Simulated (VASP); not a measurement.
# InAs (110) against 2 partners

Wanted: valence and conduction offsets of GaSb and InSb on InAs (110), and what a better gap does to them.

Calculated with VASP 6.6.1; PBEsol; plane waves and PAW (In_d, As), in the first sound run; inputs show where later runs differ.

Report form: the programs' logs are mostly left out.

## (1) Starting point

The structure is cubic, space group F-43m (No. 216). Conventional cell: a = 6.058 Å, b = 6.058 Å, c = 6.058 Å, α = 90.00°, β = 90.00°, γ = 90.00°. Nearest to In lie 4 As at 2.62 Å. As has 4 In at 2.62 Å nearest. Farther neighbours are not listed.

As a file:

```xyz
4
Lattice="4.2837 0.0000 0.0000 0.0000 6.0580 0.0000 0.0000 0.0000 4.2837" Properties=species:S:1:pos:R:3 pbc="T T T"
In    0.0000    0.0000    0.0000
In    2.1418    3.0290    2.1418
As    2.1418    1.5145    0.0000
As    0.0000    4.5435    2.1418
```

## (2) Relax the substrate crystal, PBEsol

The substrate sets the in-plane lattice. The uneven mesh leaves it 0.5 % off cubic, and the steps below keep that.

This step took 2 runs in a row; the last is shown.

Level: PBEsol; plane waves and PAW (In_d, As); cell typed or built by script.

Contents of INCAR:

```
SYSTEM = InAs
PREC = Accurate
ENCUT = 420
EDIFF = 1E-07
NELM = 120
ISMEAR = 0
SIGMA = 0.02
LREAL = .FALSE.
ALGO = Normal
GGA = PS
NBANDS = 24
LORBIT = 11
LWAVE = .FALSE.
LCHARG = .FALSE.
KPAR = 16
IBRION = 2
NSW = 40
ISIF = 3
EDIFFG = -0.005
POTIM = 0.4
```

Contents of POSCAR:

```
InAs
1.0
    4.3159774996      0.0000000000      0.0000000000
    0.0000000000      6.0712186969      0.0000000000
    0.0000000000      0.0000000000      4.3159774996
In As
2 2
Direct
    0.0000000000      0.0000000000      0.0000000000
    0.5000000000      0.5000000000      0.5000000000
    0.5000000000      0.2500000000      0.0000000000
    0.0000000000      0.7500000000      0.5000000000
```

Contents of KPOINTS:

```
Automatic mesh
0
Gamma
6 5 6
0 0 0
```

The projector-augmented-wave data sets are In_d and As (PBE family, release 64).

Command:

```
> mpirun -np 16 vasp_std
```

Wall time 4.4 s (16 MPI ranks of AMD EPYC 9R45, shared host); peak memory 3.3 GiB; 63 s of CPU time.

This run gave:

* energy(sigma→0) of the program: -16.9660 eV
* stress, compression positive: xx, yy, zz -0.02, -0.02, -0.02 GPa
* volume: 113.093 Å³
* ionic steps: 1

## (3) Bulk band edges, PBEsol

A bulk run places the substrate's levels against the mean potential at its cores.

Level: PBEsol; plane waves and PAW (In_d, As); cell typed or built by script.

Contents of INCAR:

```
SYSTEM = InAs
PREC = Accurate
ENCUT = 420
EDIFF = 1E-06
NELM = 100
ISMEAR = 0
SIGMA = 0.02
LREAL = .FALSE.
ALGO = Normal
GGA = PS
NBANDS = 23
LWAVE = .FALSE.
LCHARG = .FALSE.
KPAR = 16
```

POSCAR is that of step 2.

KPOINTS is that of step 2.

Contents of KPOINTS_OPT:

```
Line mode
6
Line-mode
Reciprocal
  0.00000000   0.65000000   0.00000000
  0.00000000   1.00000000   0.00000000

  0.32500000   0.00000000   0.32500000
  0.50000000   0.00000000   0.50000000

  0.00000000   0.50000000   0.50000000
  0.50000000   0.50000000   0.00000000
```

Command:

```
> mpirun -np 16 vasp_std
```

Wall time 5 s (16 MPI ranks); peak memory 3.8 GiB.

This run gave:

- energy(sigma→0) of the program: -16.9660 eV
- stress, compression positive: xx, yy, zz -0.02, -0.02, -0.02 GPa

The run ends at a pressure of -0.02 GPa.

## (4) Bulk band edges, HSE06

At this level only the shift of the substrate's edges against the mean potential of the cell is used.

Level: HSE06; plane waves and PAW (In_d, As); cell typed or built by script.

Edit INCAR of step 3 so:

```diff
@@ -9,6 +9,11 @@
 ALGO = Normal
-GGA = PS
+LHFCALC = .TRUE.
+AEXX = 0.25
+GGA = PE
+HFSCREEN = 0.2
+LASPH = .TRUE.
 NBANDS = 23
+PRECFOCK = Fast
 LWAVE = .FALSE.
 LCHARG = .FALSE.
-KPAR = 16
+KPAR = 2
```

POSCAR is that of step 3.

Contents of KPOINTS:

```
Automatic mesh
0
Gamma
3 3 3
0 0 0
```

KPOINTS_OPT is that of step 3.

Command:

```
> mpirun -np 16 vasp_std
```

Elapsed: 39 s, on 16 MPI ranks; peak memory 3.6 GiB.

Read from the output:

- energy(sigma→0) of the program: -18.2215 eV

## (5) Bulk band edges, HSE06 with spin-orbit coupling

Level: HSE06, spin-orbit coupling; plane waves and PAW (In_d, As); cell typed or built by script.

Edit INCAR of step 4 so:

```diff
@@ -14,3 +14,7 @@
 LASPH = .TRUE.
-NBANDS = 23
+LNONCOLLINEAR = .TRUE.
+MAGMOM = 0 0 0 0 0 0 0 0 0 0 0 0
+NBANDS = 46
+GGA_COMPAT = .FALSE.
+LSORBIT = .TRUE.
 PRECFOCK = Fast
```

POSCAR is that of step 4.

KPOINTS is that of step 4.

KPOINTS_OPT is that of step 4.

Command:

```
> mpirun -np 16 vasp_ncl
```

Wall time 3.7 min (16 MPI ranks); peak memory 4.9 GiB.

Read from the output:

| Property | Result |
| --- | --- |
| energy(sigma→0) of the program | -18.3125 eV |

## (6) Relax the partner on the substrate's cell, PBEsol

One member in full, InSb: held to the substrate's in-plane cell, its height is moved until the normal stress is near zero, five times at most.

This step took 4 runs, each at a new trial strain with the atoms of the one before; the last is shown.

Level: PBEsol; plane waves and PAW (In_d, Sb); cell typed or built by script.

System, named by how it was started: InSb. It takes space group Imm2 (No. 44, orthorhombic). The conventional cell has a = 4.316 Å, b = 4.914 Å, c = 6.071 Å, α = 90.00°, β = 90.00°, γ = 90.00°. In has 4 Sb at 2.75 to 2.80 Å nearest. Nearest to Sb lie 4 In at 2.75 to 2.80 Å. Farther neighbours are not listed.

Contents of INCAR:

```
SYSTEM = InSb
PREC = Accurate
ENCUT = 420
EDIFF = 1E-07
NELM = 120
ISMEAR = 0
SIGMA = 0.02
LREAL = .FALSE.
ALGO = Normal
GGA = PS
NBANDS = 24
LORBIT = 11
LWAVE = .FALSE.
LCHARG = .FALSE.
KPAR = 8
IBRION = 1
NSW = 25
ISIF = 2
EDIFFG = -0.004
POTIM = 0.3
```

Contents of POSCAR:

```
InSb
1.0
    4.3159775000      0.0000000000      0.0000000000
    0.0000000000      6.0712186970      0.0000000000
    0.0000000000      0.0000000000      4.9135914380
In Sb
2 2
Direct
    0.0000000000      0.9852484440      0.0000000000
    0.5000000000      0.4852484440      0.5000000000
    0.5000000000      0.2647515560      0.0000000000
    0.0000000000      0.7647515560      0.5000000000
```

Contents of KPOINTS:

```
Automatic mesh
0
Gamma
6 5 6
0 0 0
```

PAW data sets: In_d and Sb (PBE family, release 64).

Command:

```
> mpirun -np 8 vasp_std
```

The job ended after 8.8 s (8 MPI ranks; peak memory 2 GiB; 66 s of CPU time).

This run gave:

```
energy(sigma→0) of the program : -15.0818 eV
stress, compression positive   : xx, yy, zz 6.05, 3.92, 0.01 GPa
ionic steps                    : 1
```

## (7) Bulk band edges, PBEsol

A bulk run places the partner's levels against the mean potential at its cores.

Level: PBEsol; plane waves and PAW (In_d, Sb); cell typed or built by script.

Contents of INCAR:

```
SYSTEM = InSb
PREC = Accurate
ENCUT = 420
EDIFF = 1E-06
NELM = 100
ISMEAR = 0
SIGMA = 0.02
LREAL = .FALSE.
ALGO = Normal
GGA = PS
NBANDS = 23
LWAVE = .FALSE.
LCHARG = .FALSE.
KPAR = 8
```

POSCAR is that of step 6.

KPOINTS is that of step 6.

KPOINTS_OPT is that of step 5.

Command:

```
> mpirun -np 8 vasp_std
```

It took 10 s on 8 MPI ranks; peak memory 2.4 GiB.

Numbers from this step:

- energy(sigma→0) of the program: -15.0818 eV
- stress, compression positive: xx, yy, zz 6.04, 3.91, 0.00 GPa

The run ends at a pressure of 3.32 GPa, with forces up to 0.0032 eV/Å.

## (8) Bulk band edges, HSE06

At this level only the shift of the partner's edges against the mean potential of the cell is used.

Level: HSE06; plane waves and PAW (In_d, Sb); cell typed or built by script.

Edit INCAR of step 7 so:

```diff
@@ -9,6 +9,11 @@
 ALGO = Normal
-GGA = PS
+LHFCALC = .TRUE.
+AEXX = 0.25
+GGA = PE
+HFSCREEN = 0.2
+LASPH = .TRUE.
 NBANDS = 23
+PRECFOCK = Fast
 LWAVE = .FALSE.
 LCHARG = .FALSE.
-KPAR = 8
+KPAR = 2
```

POSCAR is that of step 7.

Contents of KPOINTS:

```
Automatic mesh
0
Gamma
3 3 3
0 0 0
```

KPOINTS_OPT is that of step 7.

Command:

```
> mpirun -np 8 vasp_std
```

Elapsed: 1.7 min, on 8 MPI ranks; peak memory 2 GiB; 14 min of CPU time.

Read from the output:

* energy(sigma→0) of the program: -16.3430 eV

## (9) Bulk band edges, HSE06 with spin-orbit coupling

Level: HSE06, spin-orbit coupling; plane waves and PAW (In_d, Sb); cell typed or built by script.

Edit INCAR of step 8 so:

```diff
@@ -14,3 +14,7 @@
 LASPH = .TRUE.
-NBANDS = 23
+LNONCOLLINEAR = .TRUE.
+MAGMOM = 0 0 0 0 0 0 0 0 0 0 0 0
+NBANDS = 46
+GGA_COMPAT = .FALSE.
+LSORBIT = .TRUE.
 PRECFOCK = Fast
```

POSCAR is that of step 8.

KPOINTS is that of step 8.

KPOINTS_OPT is that of step 8.

Command:

```
> mpirun -np 8 vasp_ncl
```

It took 10 min on 8 MPI ranks; peak memory 3.2 GiB; 83 min of CPU time.

Numbers from this step:

| Property | Result |
| --- | --- |
| energy(sigma→0) of the program | -16.5351 eV |

## (10) Relax the interface, PBEsol

Superlattice of 12 atoms of InAs and 12 of InSb on the InAs lattice. Atoms relax, and the height is moved while the normal stress exceeds 0.4 GPa, three times at most; a third move is not followed by a relaxation.

Level: PBEsol; plane waves and PAW (In_d, As, Sb).

System, named by how it was started: InAs/InSb (110). The cell holds 24 atoms: 12 In, 6 As and 6 Sb. Its edges and angles: a = 4.316 Å, b = 6.071 Å, c = 27.506 Å, α = 90.0°, β = 90.0°, γ = 90.0°. It derives from InAs. Superlattice of 12 atoms of InAs and 12 of InSb on the InAs lattice. The structure's axis is c.

Contents of INCAR:

```
SYSTEM = In2SbAs
PREC = Normal
ENCUT = 420
EDIFF = 1E-05
NELM = 120
ISMEAR = 0
SIGMA = 0.05
LREAL = Auto
ALGO = Fast
GGA = PS
NBANDS = 133
LORBIT = 11
LWAVE = .FALSE.
LCHARG = .FALSE.
KPAR = 2
NCORE = 4
IBRION = 2
NSW = 60
ISIF = 2
EDIFFG = -0.03
POTIM = 0.4
MAXMIX = 40
ISYM = 2
```

Contents of POSCAR:

```
In2SbAs
1.0
    4.3159775000      0.0000000000      0.0000000000
    0.0000000000      6.0712186970      0.0000000000
    0.0000000000      0.0000000000     27.5064212020
In As Sb
12 6 6
Direct
    0.0000000000      0.0000000000      0.0000000000
    0.5000000000      0.5000000000      0.0784539990
    0.0000000000      0.0000000000      0.1569079990
    0.5000000000      0.5000000000      0.2353619980
    0.0000000000      0.0000000000      0.3138159970
    0.5000000000      0.5000000000      0.3922699970
    0.0000000000      0.9852484440      0.4728420710
    0.5000000000      0.4852484440      0.5621592420
    0.0000000000      0.9852484440      0.6514764130
    0.5000000000      0.4852484440      0.7407935840
    0.0000000000      0.9852484440      0.8301107540
    0.5000000000      0.4852484440      0.9194279250
    0.5000000000      0.2500000000      0.0000000000
    0.0000000000      0.7500000000      0.0784539990
    0.5000000000      0.2500000000      0.1569079990
    0.0000000000      0.7500000000      0.2353619980
    0.5000000000      0.2500000000      0.3138159970
    0.0000000000      0.7500000000      0.3922699970
    0.5000000000      0.2647515560      0.4728420710
    0.0000000000      0.7647515560      0.5621592420
    0.5000000000      0.2647515560      0.6514764130
    0.0000000000      0.7647515560      0.7407935840
    0.5000000000      0.2647515560      0.8301107540
    0.0000000000      0.7647515560      0.9194279250
```

Contents of KPOINTS:

```
Automatic mesh
0
Gamma
5 4 1
0 0 0
```

PAW data sets: In_d, As and Sb (PBE family, release 64).

Command:

```
> mpirun -np 8 vasp_std
```

Elapsed: 3.5 min, on 8 MPI ranks; peak memory 2 GiB.

This run gave:

| Quantity | Value |
| --- | --- |
| energy(sigma→0) of the program | -96.1436 eV |
| stress, compression positive | xx, yy, zz 3.64, 2.54, 0.35 GPa |
| ionic steps | 16 |

## (11) Potential of the interface, PBEsol

The core potentials in the middle of each layer tie the two bulk scales together.

Level: PBEsol; plane waves and PAW (In_d, As, Sb).

Contents of INCAR:

```
SYSTEM = In2SbAs
PREC = Accurate
ENCUT = 420
EDIFF = 1E-06
NELM = 120
ISMEAR = 0
SIGMA = 0.05
LREAL = .FALSE.
ALGO = Normal
GGA = PS
NBANDS = 161
LORBIT = 11
LWAVE = .FALSE.
LCHARG = .TRUE.
KPAR = 2
NCORE = 4
LVHAR = .TRUE.
NEDOS = 1500
```

Contents of POSCAR:

```
In2SbAs
1.0
    4.3159775000      0.0000000000      0.0000000000
    0.0000000000      6.0712186970      0.0000000000
    0.0000000000      0.0000000000     27.5064212020
In As Sb
12 6 6
Direct
    0.0000000000      0.0063198915      0.0025967203
    0.5000000000      0.5024739440      0.0787611351
    0.0000000000      0.0000594669      0.1573827766
    0.5000000000      0.5000594669      0.2348872204
    0.0000000000      0.0024739440      0.3135088609
    0.5000000000      0.5063198915      0.3896732767
    0.0000000000      0.9798219431      0.4723987153
    0.5000000000      0.4859003316      0.5636163690
    0.0000000000      0.9858266912      0.6513032418
    0.5000000000      0.4858266912      0.7409667552
    0.0000000000      0.9859003316      0.8286536270
    0.5000000000      0.4798219431      0.9198712807
    0.5000000000      0.2515306276      0.0007610910
    0.0000000000      0.7494295787      0.0792316993
    0.5000000000      0.2496809588      0.1566248113
    0.0000000000      0.7496809588      0.2356451857
    0.5000000000      0.2494295787      0.3130382967
    0.0000000000      0.7515306276      0.3915089060
    0.5000000000      0.2600616193      0.4754937019
    0.0000000000      0.7647873337      0.5624321114
    0.5000000000      0.2641076135      0.6522128983
    0.0000000000      0.7641076135      0.7400570987
    0.5000000000      0.2647873337      0.8298378846
    0.0000000000      0.7600616193      0.9167762941
```

KPOINTS is that of step 10.

Command:

```
> mpirun -np 8 vasp_std
```

It took 1.9 min on 8 MPI ranks; peak memory 2.4 GiB.

This run gave:

| Quantity | Value |
| --- | --- |
| energy(sigma→0) of the program | -96.1413 eV |
| stress, compression positive | xx, yy, zz 3.68, 2.53, 0.39 GPa |

The run ends at a pressure of 2.20 GPa, with forces up to 0.042 eV/Å.

## (12) The whole series

LASPH is off in runs at PBEsol and on in runs at HSE06.

Hybrid runs start from orbitals of a short PBEsol run, not shown.

The other members went through these steps as far as the tables show, with one cutoff; 19 runs are not shown. The session took 7.0 core hours (wall time by ranks) on a shared machine.

The session's own summary tied the other levels to the core potentials, which hold part of the functional; that shift, read from the bulk runs, is taken out again in the columns beyond the base level.

Line-up of core potentials from the interface at PBEsol; other levels change the bulk edges alone, each counted from the mean potential of its bulk cell. Gaps of the substrate: PBEsol 0.02 eV, HSE06 0.41 eV, HSE06 with spin-orbit coupling 0.31 eV.

| partner | atoms | mean in-plane stress of the strained partner, tension positive (GPa) | gap of the whole cell (eV) | largest spread of the line-up between elements of one side (eV) |
| --- | --- | --- | --- | --- |
| GaSb | 24 | -0.3 | 0.08 | 0.00 |
| InSb | 24 | -5.0 | 0.24 | 0.02 |

At HSE06:

```
partner  valence-band top of the partner above the substrate's, HSE06 (eV)  conduction-band bottom of the partner above the substrate's, HSE06 (eV)  gap of the strained partner, HSE06 (eV)
   GaSb                                                               0.34                                                                     0.83                                     0.91
   InSb                                                                                                                                                                                 0.06
```

A blank entry does not apply, was not run or did not finish.

At HSE06 with spin-orbit coupling:

| partner | valence-band top of the partner above the substrate's, HSE06 with spin-orbit coupling (eV) | conduction-band bottom of the partner above the substrate's, HSE06 with spin-orbit coupling (eV) | gap of the strained partner, HSE06 with spin-orbit coupling (eV) |
| --- | --- | --- | --- |
| GaSb | 0.43 | 0.84 | 0.72 |
| InSb |  |  | 0.03 |

## (13) Results

```json
{
  "GaSb, HSE06 with spin-orbit coupling": "valence +0.43 eV, conduction +0.84 eV"
}
```

In words: For GaSb one side or both have under 0.15 eV of gap at PBEsol, the level of the run that fixes the line-up, which makes these offsets less sure. No offsets are given where the strained partner has under 0.15 eV of gap: GaSb at PBEsol, InSb at PBEsol, InSb at HSE06 and InSb at HSE06 with spin-orbit coupling. GaSb at HSE06 with spin-orbit coupling: the gaps do not overlap (broken gap). InSb is left out of the results: it has no offsets at this level. Offsets and overlaps of about 0.3 eV or less are within the errors that the gaps of this level can carry, so their sign, and the type with it, is not secure. InSb is under more than 3 GPa of in-plane stress along one axis or both, more than a thick film would hold. Levels beyond the first ran on coarser meshes, which moves edges by some hundredths of an eV. The uneven mesh leaves the relaxed substrate 0.5 % off cubic. The bounds that sort cases in this text are picked. The interfaces are ideal and a few layers thick: no intermixing, defects or band bending. All crystals are in the zinc-blende or diamond form.

[Lines on the potential files, build, host, timing and source positions are cut from VASP's logs without a mark.]

[Logs are printed without paths, hosts, clocks, repeated set-up lines and the standing remarks that a program may print on its own settings, such as how far it seeks lower states.]

[Hosts, paths, dates, database ids (printed as entryN), source tags and the programs' standing remarks are cut or masked in the printed files.]

[In band tables of VASP the shares of atoms and orbitals are scaled to a sum of 1 inside the atoms' spheres.]
